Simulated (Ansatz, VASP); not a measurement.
One calculation of TiPt3, two programs

INCAR

```
SYSTEM = TiPt3
PREC = Accurate
ENCUT = 520
EDIFF = 1E-7
ISMEAR = -1
SIGMA = 0.1
LREAL = .False.
LASPH = .True.
NELM = 100
ALGO = Normal
ISIF = 2
LWAVE = .False.
LCHARG = .False.
GGA = PS
NBANDS = 29
```

Contents of KPOINTS:

```
Automatic mesh
0
Gamma
  4 4 4
  0 0 0
```

The input POSCAR:

```
TiPt3
1.0
    3.8970000000      0.0000000000      0.0000000000
    0.0000000000      3.8970000000      0.0000000000
    0.0000000000      0.0000000000      3.8970000000
Ti Pt
1 3
Direct
    0.0000000000      0.0000000000      0.0300000000
    0.0000000000      0.5000000000      0.5000000000
    0.5000000000      0.0000000000      0.5000000000
    0.5000000000      0.5000000000      0.0000000000
```

Input for Ansatz:

```yaml
crystal:
  lattice:
    - [3.897, 0.0, 0.0]
    - [0.0, 3.897, 0.0]
    - [0.0, 0.0, 3.897]
  atoms:
    - { symbol: Ti, position: [0.0, 0.0, 0.03] }
    - { symbol: Pt, position: [0.0, 0.5, 0.5] }
    - { symbol: Pt, position: [0.5, 0.0, 0.5] }
    - { symbol: Pt, position: [0.5, 0.5, 0.0] }
kpoints:
  mp_grid:
    grid: [4, 4, 4]
hamiltonian:
  xc: pbesol
scf:
  occupations:
    method: fermi_dirac
    width: 0.1
output:
  forces: true
```

Alike in both runs: task single point; functional PBEsol; k mesh 4 × 4 × 4; occupations fermi-dirac, width 0.1 eV; no spin polarisation.

|  | VASP | Ansatz |
| --- | --- | --- |
| version | VASP 6.6.1 | Ansatz 0.2.0 |
| potentials or method | VASP PAW PBE potentials, release 64 (Ti_sv, Pt) | plane waves, PAW |
| plane-wave cutoff (eV) | 520 | 420 |
| valence electrons in the cell | 42 | 66 |

VASP gave:

```
rms of the force components (eV/Å) : 0.211
```

Task: What did Ansatz give for the same quantities?

Result: rms of the force components (eV/Å): 0.209.

Atom by atom the forces differ by 0.002 eV/Å (rms over components). The functional is the same, so the differences come from potentials, cutoffs and numerics. The two sets of potentials don't hold the same shells in valence.

Caveats: the k mesh is coarse (spacing up to 0.40 Å⁻¹), so the values aren't converged; the PAW data sets were made with another functional, which shifts forces and pressure a little (VASP). The runs have no spin-orbit coupling, so splittings on Pt are missing.
